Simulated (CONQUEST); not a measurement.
The system is Sb2Pt (Geversite).

```
Pt Sb
1.0
     6.44230    0.00000    0.00000
     0.00000    6.44230    0.00000
     0.00000    0.00000    6.44230
Pt Sb
4 8
Direct
  0.50000 0.50000 0.00000
  0.00000 0.50000 0.50000
  0.50000 0.00000 0.50000
  0.00000 0.00000 0.00000
  0.87530 0.12470 0.62470
  0.37530 0.87530 0.87530
  0.12470 0.37530 0.12470
  0.62470 0.62470 0.37530
  0.12470 0.87530 0.37530
  0.62470 0.12470 0.12470
  0.87530 0.62470 0.87530
  0.37530 0.37530 0.62470
```

* Program: CONQUEST 1.3
* Task: single point
* Functional: PBEsol
* Potentials or basis: PseudoDojo NC PBEsol, DZP, grid cutoff 120 Ha
* k mesh: 4 × 4 × 4
* Occupations: fermi-dirac, width 0.05 eV
* Spin: no spin polarisation

On this cell: pressure 4.2 GPa; largest force 0.122 eV/Å; band gap on the k mesh none (metal or under the smearing width).

The same run follows on a disturbed copy (atoms moved at random, drawn with an rms of 0.05 Å):

```
Pt Sb
1.0
     6.44230    0.00000    0.00000
     0.00000    6.44230    0.00000
     0.00000    0.00000    6.44230
Pt Sb
4 8
Direct
  0.50039 0.50047 0.99882
  0.00046 0.49372 0.49546
  0.49412 0.99458 0.50003
  0.99786 0.00103 0.00591
  0.87145 0.12126 0.62416
  0.38493 0.87666 0.87484
  0.11846 0.37371 0.12072
  0.62875 0.62833 0.37990
  0.12131 0.88162 0.36884
  0.62304 0.12698 0.11707
  0.87855 0.62744 0.88018
  0.37500 0.37998 0.61503
```

Task: What changes?

Result: The energy (extrapolated to zero smearing) moves by +19.2 meV/atom; pressure 4.7 GPa; largest force 1.082 eV/Å; band gap on the k mesh none (metal or under the smearing width).

Forces in eV/Å, atoms in the order of the input:
```
Pt  -0.123  0.054  0.003
Pt  -0.165  0.670  0.378
Pt   0.385  0.758 -0.392
Pt   0.257 -0.074 -1.034
Sb  -0.026  0.188  0.145
Sb  -1.022 -0.348 -0.054
Sb   0.779  0.081  0.219
Sb  -0.010 -0.177 -0.675
Sb   0.190 -0.828  0.670
Sb   0.056  0.217  0.874
Sb  -0.297 -0.041 -0.709
Sb  -0.019 -0.488  0.579
```

Stress tensor (GPa, compression positive):
```
 4.59 -0.22  0.82
-0.22  5.03 -0.30
 0.82 -0.30  4.33
```

Caveats: the basis of atomic orbitals isn't converged, which shifts pressures, moduli and gaps.
